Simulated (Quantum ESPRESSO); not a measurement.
## ZnS (F-43m): modes at Γ and the response to a field

Which modes does ZnS (F-43m) have at the zone centre?

Calculated with Quantum ESPRESSO 7.5; DFT LDA, scalar-relativistic, plane waves, PseudoDojo norm-conserving pseudopotentials.

The database entry behind the starting cell differs from later determinations by our own check (about 0.1 % short), so it need not match the best structure at ambient conditions.

## Step 1: The starting structure

Symmetry: F-43m, No. 216, cubic system. Conventional cell: a = 5.404 Å, b = 5.404 Å, c = 5.404 Å, α = 90.00°, β = 90.00°, γ = 90.00°. Zn has 4 S at 2.34 Å nearest. S has 4 Zn at 2.34 Å nearest. Farther neighbours and most contacts between anions are not listed.

Structure file:

```cif
data_structure
_symmetry_space_group_name_H-M 'F-43m'
_symmetry_Int_Tables_number 216
_cell_length_a 5.4040
_cell_length_b 5.4040
_cell_length_c 5.4040
_cell_angle_alpha 90.000
_cell_angle_beta 90.000
_cell_angle_gamma 90.000
_cell_volume 157.81
loop_
_atom_site_label
_atom_site_type_symbol
_atom_site_symmetry_multiplicity
_atom_site_Wyckoff_symbol
_atom_site_fract_x
_atom_site_fract_y
_atom_site_fract_z
_atom_site_occupancy
Zn1 Zn 4 d 0.25000 0.25000 0.75000 1
S1 S 4 a 0.00000 0.00000 0.00000 1
```

## Step 2: A probe with smearing

A cheap run with smearing and empty bands tells whether the crystal has a gap, which decides between fixed occupations and smearing later on.

probe.in reads:

```
&CONTROL
  calculation = 'scf'
  prefix      = 'x'
  outdir      = './tmp'
  pseudo_dir  = './pseudo'
  tprnfor     = .true.
  tstress     = .true.
  verbosity   = 'high'
/
&SYSTEM
  ibrav       = 0
  nat         = 2
  ntyp        = 2
  ecutwfc     = 84.0
  occupations = 'smearing'
  smearing    = 'gaussian'
  degauss     = 0.01
/
&ELECTRONS
  conv_thr         = 1.0d-07
  mixing_beta      = 0.7
  electron_maxstep = 100
/
ATOMIC_SPECIES
 Zn     65.3800  Zn.upf
 S      32.0600  S.upf
CELL_PARAMETERS angstrom
     0.000000000    2.702000000    2.702000000
     2.702000000    0.000000000    2.702000000
     2.702000000    2.702000000    0.000000000
ATOMIC_POSITIONS crystal
 Zn     0.250000000   0.250000000   0.250000000
 S      0.000000000   0.000000000   0.000000000
K_POINTS automatic
 6 6 6 0 0 0
```

Command:

```bash
> OMP_NUM_THREADS=1 mpirun -n 4 pw.x -nk 4 -in probe.in > probe.out
```

The log of the run:

```text
[banners, grids, parts of the stress and lines that vanish by symmetry left out]
Program PWSCF v.7.5
     Message from routine setup:
     using ibrav=0 with symmetry is DISCOURAGED, use correct ibrav instead
[...]
kinetic-energy cutoff     =      84.0000  Ry
     charge density cutoff     =     336.0000  Ry
     scf convergence threshold =      1.0E-07
[...]
Exchange-correlation= SLA  PW   NOGX NOGC
                           (   1   4   0   0   0   0   0)
[...]
24 Sym. Ops. (no inversion) found
[...]
(     0          1          0      )
                  (     0          0          1      )
[...]
( -0.0000000  1.0000000  0.0000000 )
                  ( -0.0000000  0.0000000  1.0000000 )
[...]
(     1          0         -1      )
                  (     0          0         -1      )
[...]
(  0.0000000  1.0000000 -0.0000000 )
[...]
(     1         -1          0      )
                  (     0         -1          0      )
[...]
(  0.0000000 -0.0000000  1.0000000 )
                  (  0.0000000 -1.0000000  0.0000000 )
[...]
number of k points=    16  Gaussian smearing, width (Ry)=  0.0100
[...]
End of self-consistent calculation
[...]
the Fermi energy is     8.2190 ev
!    total energy              =    -440.07797295 Ry
[...]
convergence has been achieved in   7 iterations
[...]
atom    1 type  1   force =     0.00000000    0.00000000    0.00000000
     atom    2 type  2   force =     0.00000000    0.00000000    0.00000000
[...]
Total force =     0.000000     Total SCF correction =     0.000000
[...]
total   stress  (Ry/bohr**3)                   (kbar)     P=      -43.89
[...]
XML data file, charge density, pseudopotentials, collected wavefunctions

   JOB DONE.
```

It took 3 s on 4 MPI ranks of Intel Xeon 6975P-C (Granite Rapids), shared host; 11 s of CPU time.

This step gave:

* volume per atom: 19.73 Å³
* pressure: -4.389 GPa
* gap on the k-mesh: 1.857 eV

A gap of 1.9 eV opens on this mesh, so the crystal is taken as an insulator; the start stands at -4.4 GPa.

## Step 3: Relaxation

The relaxation runs at a cutoff a fifth above that of the response, since stress converges more slowly with the basis than frequencies do. Forces and stress are brought to rest with tight thresholds.

relax.in reads:

```
&CONTROL
  calculation   = 'vc-relax'
  prefix        = 'x'
  outdir        = './tmp'
  pseudo_dir    = './pseudo'
  tprnfor       = .true.
  tstress       = .true.
  forc_conv_thr = 2.0d-05
  etot_conv_thr = 1.0d-07
  nstep         = 40
/
&SYSTEM
  ibrav       = 0
  nat         = 2
  ntyp        = 2
  ecutwfc     = 101
  occupations = 'fixed'
  nbnd        = 15
/
&ELECTRONS
  conv_thr         = 1.0d-11
  mixing_beta      = 0.7
  electron_maxstep = 100
/
&IONS
/
&CELL
  press_conv_thr = 0.2
/
ATOMIC_SPECIES
 Zn     65.3800  Zn.upf
 S      32.0600  S.upf
CELL_PARAMETERS angstrom
     0.000000000    2.702000000    2.702000000
     2.702000000    0.000000000    2.702000000
     2.702000000    2.702000000    0.000000000
ATOMIC_POSITIONS crystal
 Zn     0.250000000   0.250000000   0.250000000
 S      0.000000000   0.000000000   0.000000000
K_POINTS automatic
 8 8 8 0 0 0
```

Command:

```bash
> OMP_NUM_THREADS=1 mpirun -n 4 pw.x -nk 4 -in relax.in > relax.out
```

The log of the run:

```text
[banners, grids, parts of the stress and lines that vanish by symmetry left out]
[banner, memory and clock lines left out]
Program PWSCF v.7.5

[...]
kinetic-energy cutoff     =     101.0000  Ry
     charge density cutoff     =     404.0000  Ry
     scf convergence threshold =      1.0E-11
[...]
energy convergence thresh.=      1.0E-07
     force convergence thresh. =      2.0E-05
     press convergence thresh. =      2.0E-01
     Exchange-correlation= SLA  PW   NOGX NOGC
                           (   1   4   0   0   0   0   0)
[...]
24 Sym. Ops. (no inversion) found
[...]
number of k points=    29
[...]
End of self-consistent calculation
[...]
highest occupied, lowest unoccupied level (ev):     7.0312    8.8894
!    total energy              =    -440.07824028 Ry
[...]
convergence has been achieved in   9 iterations
[...]
atom    1 type  1   force =    -0.00000000    0.00000000    0.00000000
     atom    2 type  2   force =    -0.00000000   -0.00000000    0.00000000
     Total force =     0.000000     Total SCF correction =     0.000000
[...]
total   stress  (Ry/bohr**3)                   (kbar)     P=      -44.46
[...]
number of bfgs steps    =   0
[...]
CELL_PARAMETERS (angstrom)
[...]
ATOMIC_POSITIONS (crystal)
Zn               0.2500000000        0.2500000000        0.2500000000
S                0.0000000000        0.0000000000       -0.0000000000
[...]
New effective cutoffs (rho, wfc):  410.09  102.54
[...]
End of self-consistent calculation
[...]
highest occupied, lowest unoccupied level (ev):     7.3658    9.3239
!    total energy              =    -440.07974133 Ry
[...]
convergence has been achieved in   8 iterations
[...]
atom    1 type  1   force =    -0.00000000   -0.00000000    0.00000000
     atom    2 type  2   force =     0.00000000    0.00000000   -0.00000000
     Total force =     0.000000     Total SCF correction =     0.000000
[...]
total   stress  (Ry/bohr**3)                   (kbar)     P=      -28.93
[...]
number of bfgs steps    =   1
[...]
CELL_PARAMETERS (angstrom)
[...]
ATOMIC_POSITIONS (crystal)
Zn               0.2500000000        0.2500000000        0.2500000000
S                0.0000000000        0.0000000000       -0.0000000000
[...]
New effective cutoffs (rho, wfc):  419.62  104.92
[...]
End of self-consistent calculation
[...]
highest occupied, lowest unoccupied level (ev):     7.8892   10.0009
!    total energy              =    -440.08069656 Ry
[...]
convergence has been achieved in   9 iterations
[...]
atom    1 type  1   force =    -0.00000000   -0.00000000   -0.00000000
     atom    2 type  2   force =     0.00000000    0.00000000    0.00000000
     Total force =     0.000000     Total SCF correction =     0.000000
[...]
total   stress  (Ry/bohr**3)                   (kbar)     P=       -2.10
[...]
number of bfgs steps    =   2
[...]
CELL_PARAMETERS (angstrom)
[...]
ATOMIC_POSITIONS (crystal)
[...]
New effective cutoffs (rho, wfc):  420.36  105.11
[...]
End of self-consistent calculation
[...]
highest occupied, lowest unoccupied level (ev):     7.9302   10.0538
!    total energy              =    -440.08070099 Ry
[...]
convergence has been achieved in   8 iterations
[...]
atom    1 type  1   force =     0.00000000    0.00000000    0.00000000
     atom    2 type  2   force =    -0.00000000   -0.00000000    0.00000000
     Total force =     0.000000     Total SCF correction =     0.000000
[...]
total   stress  (Ry/bohr**3)                   (kbar)     P=        0.14
[...]
number of bfgs steps    =   3
[...]
CELL_PARAMETERS (angstrom)
[...]
ATOMIC_POSITIONS (crystal)
[...]
New effective cutoffs (rho, wfc):  420.32  105.10
[...]
End of self-consistent calculation
[...]
highest occupied, lowest unoccupied level (ev):     7.9276   10.0505
!    total energy              =    -440.08070101 Ry
[...]
convergence has been achieved in   5 iterations
[...]
atom    1 type  1   force =     0.00000000    0.00000000    0.00000000
     atom    2 type  2   force =    -0.00000000    0.00000000    0.00000000
     Total force =     0.000000     Total SCF correction =     0.000000
[...]
total   stress  (Ry/bohr**3)                   (kbar)     P=       -0.00
[...]
bfgs converged in   5 scf cycles and   4 bfgs steps
[...]
End of BFGS Geometry Optimization
     Final enthalpy           =    -440.0807010083 Ry
     File ./tmp/x.bfgs deleted, as requested
[...]
CELL_PARAMETERS (angstrom)
[...]
ATOMIC_POSITIONS (crystal)
Zn               0.2500000000        0.2500000000        0.2500000000
S               -0.0000000000        0.0000000000       -0.0000000000
[...]
Final scf calculation at the relaxed structure.
[...]
kinetic-energy cutoff     =     101.0000  Ry
     charge density cutoff     =     404.0000  Ry
     scf convergence threshold =      1.0E-13
[...]
press convergence thresh. =      2.0E-01
     Exchange-correlation= SLA  PW   NOGX NOGC
                           (   1   4   0   0   0   0   0)
[...]
24 Sym. Ops. (no inversion) found
[...]
number of k points=    29
[...]
End of self-consistent calculation
[...]
highest occupied, lowest unoccupied level (ev):     7.9277   10.0505
!    total energy              =    -440.08069924 Ry
[...]
convergence has been achieved in  12 iterations
[...]
atom    1 type  1   force =     0.00000000    0.00000000    0.00000000
     atom    2 type  2   force =    -0.00000000    0.00000000   -0.00000000
     Total force =     0.000000     Total SCF correction =     0.000000
[...]
total   stress  (Ry/bohr**3)                   (kbar)     P=        0.01
[...]
XML data file, charge density, pseudopotentials, collected wavefunctions
```

Wall time 28 s (4 MPI ranks).

Step by step:

| step | energy less that of the first step (eV) | largest force (eV/Å) | pressure (GPa) | volume (Å³) |
| --- | --- | --- | --- | --- |
| 1 | 0.0000 | 0.0000 | -4.45 | 39.45 |
| 2 | -0.0204 | 0.0000 | -2.89 | 38.57 |
| 3 | -0.0334 | 0.0000 | -0.21 | 37.26 |
| 4 | -0.0335 | 0.0000 | 0.01 | 37.16 |
| 5 | -0.0335 | 0.0000 | 0.00 | 37.17 |
| 6 | -0.0335 | 0.0000 | 0.00 | 37.17 |

| conventional cell, symmetrised | before | after | change |
| --- | --- | --- | --- |
| a (Å) | 5.404 | 5.298 | -2.0 % |
| b (Å) | 5.404 | 5.298 | -2.0 % |
| c (Å) | 5.404 | 5.298 | -2.0 % |
| volume (Å³/atom) | 19.73 | 18.58 | -5.8 % |

The relaxed structure:

```
CELL_PARAMETERS angstrom
0.00000 2.64877 2.64877
2.64877 0.00000 2.64877
2.64877 2.64877 0.00000
ATOMIC_POSITIONS crystal
Zn 0.25000 0.25000 0.25000
S 0.00000 0.00000 0.00000
```

The last row of the table of steps is pw.x's closing run on a basis chosen anew for the final cell, so its energy can jump.

Numbers from this step:

* volume per atom: 18.58 Å³
* pressure: 0.001 GPa
* gap on the k-mesh: 2.123 eV

The volume changes by -5.8 % from the cell with which this run began.

## Step 4: Ground state

Perturbation theory inherits every error of the wavefunctions, so the threshold is set near the limit of the arithmetic. With a gap, occupations are fixed, which also allows the response to an electric field.

scf.in reads:

```
&CONTROL
  calculation = 'scf'
  prefix      = 'x'
  outdir      = './tmp'
  pseudo_dir  = './pseudo'
  tprnfor     = .true.
  tstress     = .true.
/
&SYSTEM
  ibrav       = 0
  nat         = 2
  ntyp        = 2
  ecutwfc     = 84.0
  occupations = 'fixed'
  nbnd        = 15
/
&ELECTRONS
  conv_thr         = 1.0d-12
  mixing_beta      = 0.7
  electron_maxstep = 100
/
ATOMIC_SPECIES
 Zn     65.3800  Zn.upf
 S      32.0600  S.upf
CELL_PARAMETERS angstrom
     0.000000000    2.648769944    2.648769944
     2.648769944    0.000000000    2.648769944
     2.648769944    2.648769944    0.000000000
ATOMIC_POSITIONS crystal
 Zn     0.250000000   0.250000000   0.250000000
 S      0.000000000   0.000000000   0.000000000
K_POINTS automatic
 8 8 8 0 0 0
```

Command:

```bash
> OMP_NUM_THREADS=1 mpirun -n 4 pw.x -nk 4 -in scf.in > scf.out
```

The log of the run:

```text
[banners, grids, parts of the stress and lines that vanish by symmetry left out]
[banner, memory and clock lines left out]
Program PWSCF v.7.5

[...]
kinetic-energy cutoff     =      84.0000  Ry
     charge density cutoff     =     336.0000  Ry
     scf convergence threshold =      1.0E-12
[...]
Exchange-correlation= SLA  PW   NOGX NOGC
                           (   1   4   0   0   0   0   0)
[...]
24 Sym. Ops. (no inversion) found
[...]
number of k points=    29
[...]
End of self-consistent calculation
[...]
highest occupied, lowest unoccupied level (ev):     7.9277   10.0506
!    total energy              =    -440.08068500 Ry
[...]
convergence has been achieved in  11 iterations
[...]
atom    1 type  1   force =     0.00000000    0.00000000    0.00000000
     atom    2 type  2   force =    -0.00000000   -0.00000000   -0.00000000
     Total force =     0.000000     Total SCF correction =     0.000000
[...]
total   stress  (Ry/bohr**3)                   (kbar)     P=        0.01
[...]
XML data file, charge density, pseudopotentials, collected wavefunctions
```

Elapsed: 5.9 s, on 4 MPI ranks.

The cell stands at 0.001 GPa, close enough for phonons.

(Continued in part 2 of 2.)

[Host names and launcher messages were left out of these logs when they were recorded.]

[Logs are printed without paths, hosts, clocks, repeated set-up lines and the standing remarks that a program may print on its own settings, such as how far it seeks lower states.]

[Hosts, paths, dates, database ids (printed as entryN), source tags and the programs' standing remarks are cut or masked in the printed files.]
